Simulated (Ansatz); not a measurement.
# Ni: stress in a strained cell

Ni is deformed so: equal xy, yz and zx engineering shear strains of +3 %. What stress and forces result, by LAPW, PAW and all-electron datasets made for the crystal?

Computed with Ansatz 0.2.0 (DFT PBE, scalar-relativistic, unless a step's input says otherwise).

1 further run of the same task is left out (set aside as unsound or not needed).

## 1. Starting point

Symmetry: Pm-3m, No. 221, cubic system. The conventional cell has a = 2.329 Å, b = 2.329 Å, c = 2.329 Å, α = 90.00°, β = 90.00°, γ = 90.00°. Ni (site symmetry m-3m) is surrounded by 6 Ni at 2.33 Å.

Coordinates:

```
CELL_PARAMETERS angstrom
2.32927 0.00000 0.00000
0.00000 2.32927 0.00000
0.00000 0.00000 2.32927
ATOMIC_POSITIONS crystal
Ni 0.00000 0.00000 0.00000
```

## 2. The deformed structure

Space group Pm-3m before, R-3m after.

## 3. Full-potential LAPW

input.yaml reads:

```yaml
crystal:
  lattice:
    - [2.3292659684, 0.0349389895, 0.0349389895]
    - [0.0349389895, 2.3292659684, 0.0349389895]
    - [0.0349389895, 0.0349389895, 2.3292659684]
  atoms:
    - { symbol: Ni, position: [0.0, 0.0, 0.0], spin: 1.5 }
magnetization:
  spin_polarized: true
kpoints:
  mp_grid: { grid: [16, 16, 16] }
scf:
  occupations: { method: fermi_dirac, width: 0.05 }
hamiltonian:
  xc: pbe
  pseudopotentials: { kind: all_electron, lapw: { basis_error: 0.0005 } }
output:
  forces: true
  stress: true
  eigenvalues: true
```

## 4. PAW with frozen cores

Edit input.yaml of step 3 so:

```diff
@@ -15,3 +15,3 @@
   xc: pbe
-  pseudopotentials: { kind: all_electron, lapw: { basis_error: 0.0005 } }
+  pseudopotentials: { kind: paw }
 output:
@@ -20 +20,2 @@
   eigenvalues: true
+  efg: { contact_densities: true }
```

## 5. All-electron PAW on datasets made for the crystal

Edit input.yaml of step 4 so:

```diff
@@ -15,3 +15,3 @@
   xc: pbe
-  pseudopotentials: { kind: paw }
+  pseudopotentials: { kind: all_electron, datasets: crystal }
 output:
```

(Steps that only read results are left out.)

**Question.** What will these runs give? Wanted: pressure; largest shear or deviatoric stress.

As calculated:

| quantity | value |
| --- | --- |
| pressure | LAPW -0.03, PAW -0.04, crystal datasets -0.03 GPa |
| largest shear or deviatoric stress (LAPW) | 0.95 GPa |

In words: The largest part of the stress beyond the pressure is 0.95 GPa in size. No run of the undeformed cell stands beside it, so the pressure holds what the given cell had before the change. PAW: stress within 0.01 GPa of LAPW. Crystal datasets: stress within 0.01 GPa of LAPW. Other magnetic orders may lie lower; this is the state that the run reached.
